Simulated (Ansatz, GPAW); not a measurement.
Given: the input of a run of GPAW 26.7.0 (ASE script) on ZnS. 

File run.py:

```python
from ase.dft.bandgap import bandgap
from ase.io import read, write
from ase.units import GPa
from gpaw import GPAW, PW

atoms = read('POSCAR')

calc = GPAW(mode=PW(600),
            xc='PBE',
            kpts={'size': (9, 9, 9), 'gamma': True},
            occupations={'name': 'methfessel-paxton', 'order': 0, 'width': 0.028000000000000004},
            nbands=18,
            convergence={'density': 1e-05, 'energy': 1e-05},
            maxiter=150,
            txt='gpaw.txt')
atoms.calc = calc
energy = atoms.get_potential_energy()
forces = atoms.get_forces()
stress = atoms.get_stress()
calc.write('gs.gpw')
write('result.traj', atoms)
print(f'Energy: {energy:.6f} eV')
print('Forces (eV/A):')
print(forces.round(4))
print('Stress (GPa):', (stress / GPa).round(3))
print('Fermi level:', round(calc.get_fermi_level(), 4), 'eV')
print(f'Gap: {bandgap(calc)[0]:.4f} eV, direct: {bandgap(calc, direct=True)[0]:.4f} eV')
```

Contents of POSCAR:

```
ZnS
1.0
    0.0000000000      2.7020000000      2.7020000000
    2.7020000000      0.0000000000      2.7020000000
    2.7020000000      2.7020000000      0.0000000000
Zn S
1 1
Direct
    0.7500000000      0.7500000000      0.7500000000
    0.0000000000      0.0000000000      0.0000000000
```

Potentials or basis: GPAW PAW data sets (gpaw-data 1.2.1), pw.

The run is started by

```sh
$ OMP_NUM_THREADS=1 python run.py
```

Problem. Translate it to Ansatz 0.2.0. Potentials or basis there: all-electron LAPW, scalar-relativistic.

Solution. As run (cutoffs and basis follow the program's own potentials, and thresholds, step limits or extra output files can differ):

File input.yaml:

```yaml
crystal:
  lattice:
    - [0.0, 2.702, 2.702]
    - [2.702, 0.0, 2.702]
    - [2.702, 2.702, 0.0]
  atoms:
    - { symbol: Zn, position: [0.75, 0.75, 0.75] }
    - { symbol: S, position: [0.0, 0.0, 0.0] }
kpoints:
  mp_grid: { grid: [9, 9, 9] }
scf:
  occupations: { method: gaussian, width: 0.028 }
hamiltonian:
  xc: pbe
  pseudopotentials: { kind: all_electron, lapw: { basis_error: 0.001 } }
output:
  forces: true
  stress: true
  eigenvalues: true
```

Potentials or basis: all-electron LAPW, scalar-relativistic.

Command:

```console
$ ansatz run input.yaml --threads 1 --pin off --max-ram 3072MiB --backend cpu --events-out ev --progress --plain --runs-dir out
```

Both were run:

|  | GPAW | Ansatz |
| --- | --- | --- |
| Pressure | 1.6 GPa | 1.6 GPa |

Where Ansatz's input types no cutoff or centring, it takes its own default and a Γ-centred mesh.

Pressure is positive in compression.
